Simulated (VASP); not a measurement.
A run of VASP 6.6.1:

Contents of INCAR:

```
SYSTEM = Lu
PREC = Accurate ; ENCUT = 520
EDIFF = 1E-6 ; ISMEAR = 0
SIGMA = 0.1 ; LREAL = .False.
LASPH = .True. ; NELM = 80
ALGO = Normal ; ISIF = 2
LWAVE = .False. ; LCHARG = .False.
GGA = PS
```

KPOINTS

```
regular mesh
0
Gamma
  15 15 8
  0 0 0
```

POSCAR

```
Lu
1.0
    3.5180521700      0.0000000000      0.0000000000
   -1.7590260900      3.0467225500      0.0000000000
    0.0000000000      0.0000000000      5.4460843400
Lu
2
Direct
    0.3333333300      0.6666666700      0.2500000000
    0.6666666700      0.3333333300      0.7500000000
```

Potentials or basis: VASP PAW PBE potentials, release 64 (Lu).

The run is started by

```sh
$ cat potpaw_PBE.64/Lu/POTCAR > POTCAR
$ mpirun -np 1 vasp_std > vasp.out
```

Hardware: 1 thread of Intel(R) Xeon(R) 6975P-C (Granite Rapids), with other jobs on the host.

Task: How long does it take, and how much memory?

Result: Wall time 88 s on 1 thread of Intel(R) Xeon(R) 6975P-C (Granite Rapids) (shared host), peak memory 0.32 GiB. Counts: scf iterations 12, k points 135.
